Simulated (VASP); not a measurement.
# O on Co(0001): binding against coverage, part 3 of 12

Aim: adsorption energy and work function of O on Co(0001) from low coverage to a full layer.

VASP 6.6.1, plane waves and PAW; the level of theory is named at each step.

Still holding for the runs below: The magnetic state follows from one typed start and may not be the lowest.

So far. Step 3 (The bulk reference, job self-consistent run, k-mesh …): The run ends at a pressure of -0.12 GPa. Step 4 (Surface relaxation, cell 1 x 1, k-mesh 12×12×1): The run ended after 5 ionic steps, 0.019 eV below its first step, once the forces on the free atoms met EDIFFG = -0.03.

## (5) The vacuum level, cell 1 x 1, k-mesh 12×12×1

Level of this step: PBE, spin-polarised from a ferromagnetic start; plane waves and PAW (Co) (VASP).

A static run writes the electrostatic potential without exchange and correlation (LVHAR), which is flat in the vacuum and gives the level to count from. The dipole correction cancels the field that unlike faces would set up across the vacuum.

File INCAR:

```
SYSTEM = Co
PREC = Normal
ENCUT = 440
EDIFF = 1E-06
NELM = 120
ISMEAR = 1
SIGMA = 0.15
LREAL = .FALSE.
ALGO = Fast
GGA = PE
NBANDS = 31
ISPIN = 2
MAGMOM = 2 2 2 2
LASPH = .TRUE.
LMAXMIX = 4
LORBIT = 11
LWAVE = .FALSE.
LCHARG = .FALSE.
KPAR = 8
IDIPOL = 3
LDIPOL = .TRUE.
DIPOL = 0.5 0.5 0.5
LVHAR = .TRUE.
LVACPOTAV = .TRUE.
```

File POSCAR:

```
Co
1.0
    2.4892217852      0.0000000000      0.0000000000
    1.2446108926      2.1557293016      0.0000000000
    0.0000000000      0.0000000000     21.0421269460
Co
4
Selective dynamics
Direct
    0.6666666700      0.6666666700      0.3564278500  F F F
    0.0000000000      0.0000000000      0.4521426200  F F F
    0.6666666700      0.6666666700      0.5499670084  T T T
    0.0000000000      0.0000000000      0.6422816307  T T T
```

File KPOINTS:

```
Automatic mesh
0
Gamma
12 12 1
0 0 0
```

PAW data sets: Co (PBE family, release 64).

Launch:

```console
$ mpirun -np 8 vasp_std
```

The program printed:

```text
[... set-up lines as in an earlier step ...]
 entering main loop
       N       E                     dE             d eps       ncg     rms          rms(c)
DAV:   1     0.239624961169E+03    0.23962E+03   -0.14467E+04  2356   0.109E+03
DAV:   2    -0.162523755009E+02   -0.25588E+03   -0.23657E+03  2391   0.261E+02
DAV:   3    -0.304436545438E+02   -0.14191E+02   -0.13722E+02  2706   0.892E+01
DAV:   4    -0.306312109247E+02   -0.18756E+00   -0.18747E+00  2640   0.112E+01
DAV:   5    -0.306377051129E+02   -0.64942E-02   -0.64940E-02  3638   0.136E+00    0.204E+01
RMM:   6    -0.373476416336E+02   -0.67099E+01   -0.36493E+01  2689   0.575E+01    0.400E+01
RMM:   7    -0.344041622010E+02    0.29435E+01   -0.99270E+00  2713   0.268E+01    0.370E+01
RMM:   8    -0.572606649582E+02   -0.22857E+02   -0.44720E+00  2839   0.187E+01    0.572E+01
RMM:   9    -0.278879780008E+02    0.29373E+02   -0.18550E+00  2740   0.124E+01    0.227E+01
RMM:  10    -0.307616838802E+02   -0.28737E+01   -0.43253E+00  2880   0.177E+01    0.331E+01
RMM:  11    -0.259117344539E+02    0.48499E+01   -0.22630E+00  2834   0.139E+01    0.162E+01
RMM:  12    -0.255100051513E+02    0.40173E+00   -0.66359E-01  2820   0.589E+00    0.575E+00
RMM:  13    -0.256711678621E+02   -0.16116E+00   -0.17422E-01  2710   0.335E+00    0.399E+00
RMM:  14    -0.259024798680E+02   -0.23131E+00   -0.34447E-01  2955   0.294E+00    0.247E+00
RMM:  15    -0.261653488720E+02   -0.26287E+00   -0.32451E-01  2992   0.253E+00    0.181E+00
RMM:  16    -0.263244880934E+02   -0.15914E+00   -0.14807E-01  2905   0.143E+00    0.136E+00
RMM:  17    -0.264302088082E+02   -0.10572E+00   -0.36643E-02  2880   0.951E-01    0.114E+00
RMM:  18    -0.265198525808E+02   -0.89644E-01   -0.27977E-02  2908   0.724E-01    0.677E-01
RMM:  19    -0.265936385595E+02   -0.73786E-01   -0.19397E-02  2931   0.567E-01    0.286E-01
RMM:  20    -0.266356628935E+02   -0.42024E-01   -0.78613E-03  2908   0.340E-01    0.292E-01
RMM:  21    -0.266644530634E+02   -0.28790E-01   -0.73847E-03  2950   0.292E-01    0.258E-01
RMM:  22    -0.266794315366E+02   -0.14978E-01   -0.37544E-03  2952   0.247E-01    0.182E-01
RMM:  23    -0.266874798834E+02   -0.80483E-02   -0.12391E-03  2912   0.148E-01    0.130E-01
RMM:  24    -0.266933524393E+02   -0.58726E-02   -0.44777E-04  2925   0.883E-02    0.930E-02
RMM:  25    -0.266992357368E+02   -0.58833E-02   -0.47435E-04  2949   0.877E-02    0.723E-02
RMM:  26    -0.267042915595E+02   -0.50558E-02   -0.31684E-04  2974   0.608E-02    0.363E-02
RMM:  27    -0.267065543432E+02   -0.22628E-02   -0.74493E-05  2905   0.384E-02    0.299E-02
RMM:  28    -0.267081121083E+02   -0.15578E-02   -0.39827E-05  2915   0.289E-02    0.170E-02
RMM:  29    -0.267088152623E+02   -0.70315E-03   -0.36111E-05  2829   0.212E-02    0.149E-02
RMM:  30    -0.267091184094E+02   -0.30315E-03   -0.10643E-05  2480   0.135E-02    0.106E-02
RMM:  31    -0.267093166055E+02   -0.19820E-03   -0.69971E-06  2313   0.891E-03    0.961E-03
RMM:  32    -0.267094132521E+02   -0.96647E-04   -0.35460E-06  2230   0.619E-03    0.845E-03
RMM:  33    -0.267094261153E+02   -0.12863E-04   -0.99620E-07  2073   0.434E-03    0.668E-03
RMM:  34    -0.267094334023E+02   -0.72871E-05   -0.83152E-07  1996   0.350E-03    0.574E-03
RMM:  35    -0.267094344596E+02   -0.10573E-05   -0.21547E-07  1920   0.242E-03    0.403E-03
RMM:  36    -0.267094349797E+02   -0.52006E-06   -0.12132E-07  1741   0.173E-03
 -----------------------------------------------------------------------------
|                                                                             |
|           W    W    AA    RRRRR   N    N  II  N    N   GGGG   !!!           |
|           W    W   A  A   R    R  NN   N  II  NN   N  G    G  !!!           |
|           W    W  A    A  R    R  N N  N  II  N N  N  G       !!!           |
|           W WW W  AAAAAA  RRRRR   N  N N  II  N  N N  G  GGG   !            |
|           WW  WW  A    A  R   R   N   NN  II  N   NN  G    G                |
|           W    W  A    A  R    R  N    N  II  N    N   GGGG   !!!           |
|                                                                             |
|     Did not find any points to average over, which means that no vacuum     |
|     field-free region was found. Please increase the size of  your cell     |
|     in the dimension of the dipole correction to obtain accurate            |
|     workfunction values.                                                    |
|                                                                             |
 -----------------------------------------------------------------------------

   1 F= -.26709435E+02 E0= -.26710555E+02  d E =0.336053E-02  mag=     6.7952
```

Wall time 20 s (8 MPI ranks of AMD EPYC 9R45, shared host); peak memory 1.7 GiB.

From OUTCAR (step 5):

```text
   NELECT =      36.0000    total number of electrons

 dipolmoment           0.000000      0.000000     -0.001873 electrons x Angstroem

 E-fermi :   1.0215

 spin component 1
 k-point     1 :       0.0000    0.0000    0.0000
  band No.  band energies     occupation
    ...
     20      -0.0505      1.00000
     21      -0.0505      1.00000
     22       0.0621      1.00000
     23       0.0621      1.00000
     24       0.1981      1.00000
     25       1.1945     -0.03459
     26       5.6964      0.00000
     27       5.7714      0.00000
     28       7.1286      0.00000
     29       8.0064      0.00000
    ...

 k-point     2 :       0.0833    0.0000    0.0000
  band No.  band energies     occupation
    ...
     20      -0.4187      1.00000
     21      -0.1823      1.00000
     22      -0.0514      1.00000
     23       0.0796      1.00000
     24       0.8670      1.02802
     25       1.9356     -0.00000
     26       5.9232      0.00000
     27       5.9809      0.00000
     28       7.3565      0.00000
     29       8.1796      0.00000
    ...

  Total       -1.4352198     -1.4352198     -0.7881266      0.0000000     -0.0000000      0.0000000
  in kB      -20.3648648    -20.3648648    -11.1830201      0.0000000     -0.0000000      0.0000000
  external PRESSURE =     -17.3042499 kB  Pullay stress =       0.0000000 kB

 POSITION                                       TOTAL-FORCE (eV/Angst)
 -----------------------------------------------------------------------------------
      2.48922      1.43715      7.50000        -0.000000     -0.000000      0.413993
      0.00000      0.00000      9.51404         0.000000      0.000000     -0.450152
      2.48922      1.43715     11.57248        -0.000000     -0.000000      0.018166
      0.00000      0.00000     13.51497         0.000000      0.000000      0.017993
 -----------------------------------------------------------------------------------
    total drift:                                0.000000      0.000000     -0.006297

  FREE ENERGIE OF THE ION-ELECTRON SYSTEM (eV)
  ---------------------------------------------------
  free  energy   TOTEN  =       -26.7094349797 eV

  energy  without entropy=      -26.7127955067  energy(sigma->0) =      -26.71055516

 vacuum level on the upper side and lower side of the slab         5.934         5.994

[... 7 parts as in an earlier step ...]

[... 16 further parts left out ...]
```

This step gave:

* electronic cycles: 36
* Fermi energy: 1.022 eV
* dipole moment: 0, 0, -0.001873 e·Å
* vacuum levels: 5.934, 5.994 eV
* work functions of the upper and lower face: 4.912, 4.973 eV

Zero at the Fermi level. The planar average of the electrostatic potential by height:

```csv
height (Å),planar average of the electrostatic potential (eV)
0.0,4.95
0.5,4.98
1.0,4.98
1.5,4.98
2.0,4.98
2.5,4.98
3.0,4.98
3.5,4.98
4.0,4.97
4.5,4.95
5.0,4.89
5.5,4.67
6.0,3.88
6.5,1.12
7.0,-9.10
7.5,-22.2
8.0,-9.18
8.5,-0.914
9.0,-8.80
9.5,-22.2
10.0,-9.76
10.5,-0.664
11.0,-6.78
11.5,-22.0
12.0,-12.0
12.5,-1.65
13.0,-8.78
13.5,-22.1
14.0,-9.64
14.5,0.957
15.0,3.80
15.5,4.60
16.0,4.83
16.5,4.89
17.0,4.91
17.5,4.92
18.0,4.92
18.5,4.92
19.0,4.92
19.5,4.92
20.0,4.92
20.5,4.92
```

Force by atom:

```csv
atom,x (eV/Å),y (eV/Å),z (eV/Å),size
Co1,0.000,0.000,0.414,0.414
Co2,0.000,0.000,-0.450,0.450
Co3,0.000,0.000,0.018,0.018
Co4,0.000,0.000,0.018,0.018
```

The vacuum level lies 4.91 eV above the Fermi level at the upper face; the two faces differ by 0.06 eV, the step that the slab's dipole of -0.002 e·Å makes.

The program found no field-free point at its default tolerance, but its printed level agrees with the flat part of the planar average.

(Part 3 of 12 ends here.)

[Lines on the potential files, build, host, timing and source positions are cut from VASP's logs without a mark.]

[Logs are printed without paths, hosts, clocks, repeated set-up lines and the standing remarks that a program may print on its own settings, such as how far it seeks lower states.]

[Hosts, paths, dates, database ids (printed as entryN), source tags and the programs' standing remarks are cut or masked in the printed files.]

[Runs that stopped without an error message from VASP are left out.]
